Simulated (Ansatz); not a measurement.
# NbP: strong compression

One table from this session's results is given with a row withheld; the runs are named, their logs left out.

Computed with Ansatz 0.2.0 (DFT PBE, with the methods named in each step, unless a step's input says otherwise).

2 further runs of the same task are left out: 2 that didn't finish.

## Starting point

The structure is cubic, space group Pm-3m (No. 221). Conventional cell: a = 2.822 Å, b = 2.822 Å, c = 2.822 Å, α = 90.00°, β = 90.00°, γ = 90.00°. Around Nb (site symmetry m-3m) lie 8 P at 2.44 Å. Around P (site symmetry m-3m) lie 8 Nb at 2.44 Å.

Structure file:

```
CELL_PARAMETERS angstrom
2.82192 0.00000 0.00000
0.00000 2.82192 0.00000
0.00000 0.00000 2.82192
ATOMIC_POSITIONS crystal
Nb 0.00000 0.00000 0.00000
P 0.50000 0.50000 0.50000
```

Whether this phase is the stable one at these pressures isn't tested.

Atoms are numbered in the order of the input: Nb1, P2.

The first run:

Input file input.yaml:

```yaml
crystal:
  lattice:
    - [2.8219220654, 0.0, 0.0]
    - [0.0, 2.8219220654, 0.0]
    - [0.0, 0.0, 2.8219220654]
  atoms:
    - { symbol: Nb, position: [0.0, 0.0, 0.0] }
    - { symbol: P, position: [0.5, 0.5, 0.5] }
kpoints:
  mp_grid: { grid: [13, 13, 13] }
scf:
  occupations: { method: fermi_dirac, width: 0.1 }
hamiltonian:
  xc: pbe
  pseudopotentials: { kind: paw }
output:
  forces: true
  stress: true
relax:
  f_tol: 0.005
  max_steps: 40
  cell: {}
```

On the command line:

```sh
$ ansatz run input.yaml --threads 1 --pin off --max-ram 2048MiB --backend cpu --events-out ev --progress --plain --runs-dir out
```

Among the steps run: Cell relaxed at zero pressure, PAW; Volume scaled by 1, PAW; Volume scaled by 0.95, PAW; Volume scaled by 0.85, PAW; Volume scaled by 0.75, PAW; Volume scaled by 0.65, PAW; Volume scaled by 0.55, PAW; Volume scaled by 0.45, PAW; Volume scaled by 0.4, PAW; Volume scaled by 0.4, PAW (core large).

One table of the session follows, with a row left open; its other results are not shown here.

 The rows PAW, 0.4 and PAW (core large), 0.4 agree to the last digit and may rest on the same set-up.

| method | volume over the first | volume (Å³/atom) | pressure (GPa) |
| --- | --- | --- | --- |
| PAW | 1 | 15.041 | 0.01 |
| PAW | 0.95 | 14.289 | 10.94 |
| PAW | 0.85 | 12.785 | 43.83 |
| PAW | 0.75 | 11.280 | 100.58 |
| PAW | 0.65 | 9.776 | 201.36 |
| PAW | 0.55 | ? | ? |
| PAW | 0.45 | 6.768 | 744.79 |
| PAW | 0.4 | 6.016 | 1060.87 |
| PAW (core large) | 0.4 | 6.016 | 1060.87 |

Q: Estimate the row for PAW, 0.55 from the others.

As computed: volume (Å³/atom): 8.272; pressure (GPa): 384.16. In the column «volume (Å³/atom)» it lies between PAW, 0.45 (6.768) and PAW, 0.65 (9.776).

Caveats from the session: Warnings in the runs' records: datasets by core.
